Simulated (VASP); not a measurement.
# Cd (P6_3/mmc) in VASP: a series of runs

One crystal, Cd, is run at these levels: r2SCAN+rVV10, PBE+TS-HI; tasks: core levels, optical spectrum.

All numbers are computed with VASP 6.6.1; they aren't measurements. Logs are shortened: lines on timing, memory, paths and dates and some standing lists are left out, and cuts for length are marked.

## (1) Starting point

It takes space group P6_3/mmc (No. 194, hexagonal). Conventional cell: a = 2.979 Å, b = 2.979 Å, c = 5.618 Å, α = 90.00°, β = 90.00°, γ = 120.00°. Cd (site symmetry -6m2) has 12 Cd at 2.98 to 3.29 Å as nearest neighbours.

## (2) Core levels, r2SCAN+rVV10

INCAR

```
PREC = Accurate
ENCUT = 520
EDIFF = 1E-7
ISMEAR = 0
SIGMA = 0.1
LREAL = F
LASPH = T
NELM = 60
ALGO = Normal
ISIF = 2
LWAVE = F
LCHARG = F
METAGGA = R2SCAN
LMIXTAU = T
LUSE_VDW = T
IVDW_NL = 2
BPARAM = 11.95
CPARAM = 0.0093
ICORELEVEL = 1
```

Cd.cif

```cif
data_Cd
_cell_length_a 2.97887000
_cell_length_b 2.97887000
_cell_length_c 5.61765000
_cell_angle_alpha 90.00000000
_cell_angle_beta 90.00000000
_cell_angle_gamma 120.00000000
_space_group_name_H-M_alt 'P6_3/mmc'
_space_group_name_Hall '-P 6c 2c'
_space_group_IT_number 194
loop_
_space_group_symop_operation_xyz
'x,y,z'
'-x,-y,-z'
'x-y,x,z+1/2'
'-x+y,-x,-z+1/2'
'-y,x-y,z'
'y,-x+y,-z'
'-x,-y,z+1/2'
'x,y,-z+1/2'
'-x+y,-x,z'
'x-y,x,-z'
'y,-x+y,z+1/2'
'-y,x-y,-z+1/2'
'-y,-x,-z+1/2'
'y,x,z+1/2'
'-x,-x+y,-z'
'x,x-y,z'
'-x+y,y,-z+1/2'
'x-y,-y,z+1/2'
'y,x,-z'
'-y,-x,z'
'x,x-y,-z+1/2'
'-x,-x+y,z+1/2'
'x-y,-y,-z'
'-x+y,y,z'
loop_
_atom_site_label
_atom_site_type_symbol
_atom_site_symmetry_multiplicity
_atom_site_Wyckoff_symbol
_atom_site_fract_x
_atom_site_fract_y
_atom_site_fract_z
_atom_site_occupancy
Cd1 Cd 2 c 0.6666666667 0.3333333333 0.7500000000 1
```

KPOINTS

```
regular mesh
0
Gamma
  10 10 5
```

POSCAR

```
Cd
 1.0000000000000000
     2.9788700000000001    0.0000000000000000    0.0000000000000000
    -1.4894349999999994    2.5797770945713512    0.0000000000000000
     0.0000000000000000    0.0000000000000000    5.6176500000000003
 Cd 
   2
Cartesian
  1.4894350001489436  0.8599256981044577  4.2132375000000000
 -0.0000000001489431  1.7198513964668936  1.4044125000000001
```

Potentials or basis: VASP PAW PBE potentials, release 64 (Cd).

Run with:

```sh
ase convert -i cif -o vasp Cd.cif POSCAR
cat potpaw_PBE.64/Cd/POTCAR > POTCAR
mpirun -np 1 vasp_std > vasp.out
```

OUTCAR:

```text
PREC = Accurate
   ENCUT = 520
   EDIFF = 1E-7
   ISMEAR = 0
   LREAL = F
   LASPH = T
   NELM = 60
   ISIF = 2
   METAGGA = R2SCAN
   IVDW_NL = 2
   BPARAM = 11.95

 ion  position               nearest neighbor table
   1  0.667  0.333  0.750-   2 3.29   2 3.29   2 3.29   2 3.29   2 3.29   2 3.29
   2  0.333  0.667  0.250-   1 3.29   1 3.29   1 3.29   1 3.29   1 3.29   1 3.29

  LATTYP: Found a hexagonal cell.
 ALAT       =     2.9788700000
 C/A-ratio  =     1.8858325472

  Lattice vectors:

 A1 = (   2.9788700000,   0.0000000000,   0.0000000000)
 A2 = (  -1.4894350000,   2.5797770946,   0.0000000000)
 A3 = (   0.0000000000,   0.0000000000,   5.6176500000)

Analysis of symmetry for initial positions (statically):
=====================================================================
 Subroutine PRICEL returns:
 Original cell was already a primitive cell.

 Routine SETGRP: Setting up the symmetry group for a
 hexagonal supercell.

 Subroutine GETGRP returns: Found 24 space group operations
 (whereof 12 operations were pure point group operations)
 out of a pool of 24 trial point group operations.

The static configuration has the point symmetry D_3d.
 The point group associated with its full space group is D_6h.

Analysis of symmetry for dynamics (positions and initial velocities):
=====================================================================
 Subroutine PRICEL returns:
 Original cell was already a primitive cell.

 Routine SETGRP: Setting up the symmetry group for a
 hexagonal supercell.

 Subroutine GETGRP returns: Found 24 space group operations
 (whereof 12 operations were pure point group operations)
 out of a pool of 24 trial point group operations.

The dynamic configuration has the point symmetry D_3d.
 The point group associated with its full space group is D_6h.

 Subroutine INISYM returns: Found 24 space group operations
 (whereof 12 operations are pure point group operations),
 and found     1 'primitive' translations

----------------------------------------------------------------------------------------

                                     Primitive cell

  volume of cell :      43.1706

  direct lattice vectors                    reciprocal lattice vectors
     2.978870000  0.000000000  0.000000000     0.335697765  0.193815195  0.000000000
    -1.489435000  2.579777095  0.000000000     0.000000000  0.387630390  0.000000000
     0.000000000  0.000000000  5.617650000     0.000000000  0.000000000  0.178010378

  length of vectors
     2.978870000  2.978870000  5.617650000     0.387630390  0.387630390  0.178010378

  position of ions in fractional coordinates (direct lattice)
     0.666666667  0.333333333  0.750000000
     0.333333333  0.666666667  0.250000000

  ion indices of the primitive-cell ions
   primitive index   ion index
                 1           1
                 2           2

----------------------------------------------------------------------------------------

 KPOINTS: regular mesh

Automatic generation of k-mesh.
 Grid dimensions read from file:
 generate k-points for:   10   10    5

 Generating k-lattice:

  Cartesian coordinates                     Fractional coordinates (reciprocal lattice)
     0.033569776  0.019381519  0.000000000     0.100000000  0.000000000  0.000000000
     0.000000000  0.038763039  0.000000000     0.000000000  0.100000000  0.000000000
     0.000000000  0.000000000  0.035602076     0.000000000  0.000000000  0.200000000

  Length of vectors
     0.038763039  0.038763039  0.035602076

  Shift w.r.t. Gamma in fractional coordinates (k-lattice)
     0.000000000  0.000000000  0.000000000

 Subroutine IBZKPT returns following result:
 ===========================================

 Found     42 irreducible k-points:

 Following reciprocal coordinates:
            Coordinates               Weight
  0.000000  0.000000  0.000000      1.000000
  0.100000 -0.000000  0.000000      6.000000
  0.200000 -0.000000  0.000000      6.000000
  0.300000  0.000000  0.000000      6.000000
  0.400000 -0.000000  0.000000      6.000000
  0.500000 -0.000000  0.000000      3.000000
[... 34 lines left out ...]
  0.400000  0.200000  0.400000     12.000000
  0.300000  0.300000  0.400000     12.000000
   k-points           NKPTS =     42   k-points in BZ     NKDIM =     42   number of bands    NBANDS=     16
   number of dos      NEDOS =    301   number of ions     NIONS =      2
   total plane-waves  NPLWV =  24192
   dimension x,y,z NGX =    24 NGY =   24 NGZ =   42
   dimension x,y,z NGXF=    48 NGYF=   48 NGZF=   84
   ions per type =               2
   NGX,Y,Z   is equivalent  to a cutoff of  13.39, 13.39, 12.43 a.u.
   NGXF,Y,Z  is equivalent  to a cutoff of  26.79, 26.79, 24.86 a.u.
 SYSTEM =  unknown system
   PREC   = accura    normal or accurate (medium, high low for compatibility)
   ISTART =      0    job   : 0-new  1-cont  2-samecut
   ICHARG =      2    charge: 1-file 2-atom 10-const
   ISPIN  =      1    spin polarized calculation?
   LNONCOLLINEAR =      F non collinear calculations
   LSORBIT =      F    spin-orbit coupling
   LASPH  =      T    aspherical Exc in radial PAW
   ENCUT  =  520.0 eV  38.22 Ry    6.18 a.u.   5.54  5.54 10.45*2*pi/ulx,y,z
   NELM   =     60;   NELMIN=  2; NELMDL= -5     # of ELM steps
   EDIFF  = 0.1E-06   stopping-criterion for ELM
   LREAL  =      F    real-space projection
   EDIFFG = 0.1E-05   stopping-criterion for IOM
   NSW    =      0    number of steps for IOM
   IBRION =     -1    ionic relax: 0-MD 1-quasi-New 2-CG
   NFREE  =      0    steps in history (QN), initial steepest desc. (CG)
   ISIF   =      2    stress and relaxation
   ISYM   =      2    0-nonsym 1-usesym 2-fastsym
   POTIM  = 0.5000    time-step for ionic-motion
   TEBEG  =    0.0;   TEEND  =   0.0 temperature during run
   PSTRESS=    0.0 pullay stress
   NELECT =      24.0000    total number of electrons
   NUPDOWN=      -1.0000    fix difference up-down
   EMIN   =  10.00;   EMAX   =-10.00  energy-range for DOS
   EFERMI =   0.00;   METHOD = LEGACY
   ISMEAR =     0;   SIGMA  =   0.10  broadening in eV -4-tet -1-fermi 0-gaus
   EFERMI_NEDOS =   21; number of points for ismear=-14 and -15
   IALGO  =     38    algorithm
   IMIX   =      4    mixing-type and parameters
     AMIX     =   0.40;   BMIX     =  1.00
     AMIX_MAG =   1.60;   BMIX_MAG =  1.00
  volume/ion in A,a.u.               =      21.59       145.66
  Fermi-wavevector in a.u.,A,eV,Ry     =   1.346116  2.543790 24.654136  1.812028
  Thomas-Fermi vector in A             =   2.473974
   LORBIT       =      0    0 simple, 1 ext, 2 COOP (PROOUT), +10 PAW based schemes
   METAGGA = R2SCAN    functional components
   LHFCALC =     F    Hartree Fock is set to
   AEXX    =    0.0000 exact exchange contribution
   IVDW_NL    =     2    kernel type
   BPARAM     =11.9500
   IVDW    =     0    specifies the selected vdW correction
   LEPSILON=     F    determine dielectric tensor
   LRPA    =     F    only Hartree local field effects (RPA)
 non-spin polarized calculation
 Gauss-broadening in eV      SIGMA  =   0.10
  energy-cutoff  :      520.00
  volume of cell :       43.17
 maximum number of plane-waves:      1185
 NGX is ok and might be reduce to    24
   NGX = 11   NGY = 11   NGZ = 21

 number of electron      23.9999993 magnetization

 Free energy of the ion-electron system (eV)
  ---------------------------------------------------
  ext. energy  EPLUGINS =         0.00000000
  ---------------------------------------------------
  free energy    TOTEN  =       -39.47476744 eV

  energy without entropy =      -39.47360854  energy(sigma->0) =      -39.47418799

 the core state eigenenergies are
   1-  1s -26626.8277  2s  -3972.4764  2p  -3569.8935  3s   -746.5655  3p   -613.2660
       3d   -404.6399  4s   -107.2062  4p    -67.5768
   2-  1s -26626.8277  2s  -3972.4764  2p  -3569.8935  3s   -746.5655  3p   -613.2660
       3d   -404.6399  4s   -107.2062  4p    -67.5768

 E-fermi :   2.7767     XC(G=0): -11.8427

 val. band max:        2.5898811176   @ k =   0.1000  -0.0000   0.2000
 cond. band min:       2.8040152644   @ k =   0.4000  -0.0000   0.0000
 fundamental gap:      0.2141341469
 Fermi energy:         2.7767405740

 k-point     1 :       0.0000    0.0000    0.0000
  band No.  band energies     occupation
      1      -7.4411      2.00000
      2      -7.1582      2.00000
      3      -6.7522      2.00000
      4      -6.7522      2.00000
      5      -6.6995      2.00000
      6      -6.6995      2.00000
[... 8 lines left out ...]
     15      18.0073      0.00000
     16      18.4279      0.00000

 k-point     2 :       0.1000   -0.0000    0.0000
  band No.  band energies     occupation
      1      -7.3395      2.00000
      2      -7.0682      2.00000
      3      -6.7905      2.00000
      4      -6.7331      2.00000
      5      -6.6578      2.00000
      6      -6.6085      2.00000
[... 8 lines left out ...]
     15      15.0968      0.00000
     16      16.8698      0.00000

 k-point     3 :       0.2000   -0.0000    0.0000
  band No.  band energies     occupation
      1      -7.2336      2.00000
      2      -6.9773      2.00000
      3      -6.8580      2.00000
      4      -6.6460      2.00000
      5      -6.5671      2.00000
      6      -6.4029      2.00000
[... 8 lines left out ...]
     15      14.8458      0.00000
     16      15.0778      0.00000

 k-point     4 :       0.3000    0.0000    0.0000
  band No.  band energies     occupation
      1      -7.3672      2.00000
      2      -7.1469      2.00000
      3      -6.8885      2.00000
      4      -6.6438      2.00000
      5      -6.5224      2.00000
      6      -6.4268      2.00000
[... 8 lines left out ...]
     15      12.1655      0.00000
     16      12.9485      0.00000
[... 155 lines left out ...]
      1      -7.1845      2.00000
      2      -7.1141      2.00000
      3      -6.9660      2.00000
      4      -6.6805      2.00000
      5      -6.6466      2.00000
      6      -6.4281      2.00000
[... 8 lines left out ...]
     15       7.0594      0.00000
     16       7.0732      0.00000

 k-point    14 :       0.3000    0.3000    0.0000
  band No.  band energies     occupation
      1      -7.0659      2.00000
      2      -6.8526      2.00000
      3      -6.8183      2.00000
      4      -6.7257      2.00000
      5      -6.6466      2.00000
      6      -6.4736      2.00000
[... 8 lines left out ...]
     15       7.4385      0.00000
     16       8.8021      0.00000

 k-point    15 :       0.0000    0.0000    0.2000
  band No.  band energies     occupation
      1      -7.4145      2.00000
      2      -7.1856      2.00000
      3      -6.7540      2.00000
      4      -6.7540      2.00000
      5      -6.7099      2.00000
      6      -6.7099      2.00000
[... 8 lines left out ...]
     15      18.0341      0.00000
     16      18.7645      0.00000

 k-point    16 :       0.1000   -0.0000    0.2000
  band No.  band energies     occupation

------------------------ aborting loop because EDIFF is reached ----------------------------------------

  FORCE on cell =-STRESS in cart. coord.  units (eV):
  Direction    XX          YY          ZZ          XY          YZ          ZX
  --------------------------------------------------------------------------------------
  -------------------------------------------------------------------------------------
  Total       -0.0580904     -0.0580904     -0.1726530      0.0000000      0.0000000      0.0000000
  in kB       -2.1558912     -2.1558912     -6.4076133      0.0000000      0.0000000      0.0000000
  external PRESSURE =      -3.5731319 kB  Pullay stress =       0.0000000 kB

 VOLUME and BASIS-vectors are now :
 -----------------------------------------------------------------------------
  energy-cutoff  :      520.00
  volume of cell :       43.17
      direct lattice vectors                 reciprocal lattice vectors
     2.978870000  0.000000000  0.000000000     0.335697765  0.193815195  0.000000000
    -1.489435000  2.579777095  0.000000000     0.000000000  0.387630390  0.000000000
     0.000000000  0.000000000  5.617650000     0.000000000  0.000000000  0.178010378

 POSITION                                       TOTAL-FORCE (eV/Angst)
 -----------------------------------------------------------------------------------
      1.48944      0.85993      4.21324        -0.000000      0.000000      0.000000
     -0.00000      1.71985      1.40441         0.000000     -0.000000      0.000000
 -----------------------------------------------------------------------------------
    total drift:                               -0.000000      0.000000      0.000000

  FREE ENERGIE OF THE ION-ELECTRON SYSTEM (eV)
  ---------------------------------------------------
  free  energy   TOTEN  =       -39.4747674361 eV

  energy  without entropy=      -39.4736085424  energy(sigma->0) =      -39.47418799
```

Wall time 2.2 min (1 thread of AMD EPYC 9R45 (Zen 5), shared host); peak memory 0.25 GiB.

What came out:

- Free energy: -39.4748 eV
- Pressure: -0.4 GPa
- Band gap on the k mesh: none (metal or under the smearing width)

Stress tensor (GPa, compression positive):
```
-0.22  0.00  0.00
 0.00 -0.22  0.00
 0.00  0.00 -0.64
```

Levels at points of the mesh, in eV from the Fermi level:
```
           k point  band 9  band 10  band 11  band 12  band 13  band 14  band 15  band 16
(0.00, 0.00, 0.00)   -9.01    -8.75    -8.75    -3.04    -2.97    11.14    15.23    15.65
(0.50, 0.00, 0.00)   -8.46    -8.43    -2.31    -1.77     2.22     3.35     3.54     5.65
```

Core levels (eV, on the scale of the bands):
```csv
atom,levels
1 Cd,"1s -26626.8, 2s -3972.5, 2p -3569.9, 3s -746.6, 3p -613.3, 3d -404.6, 4s -107.2, 4p -67.6"
2 Cd,"1s -26626.8, 2s -3972.5, 2p -3569.9, 3s -746.6, 3p -613.3, 3d -404.6, 4s -107.2, 4p -67.6"
```

Caveat: the PAW data sets were made with another functional, which shifts forces and pressure a little; pairwise dispersion overbinds metals, which lowers pressure and volume.

(Continued in part 2 of 2.)
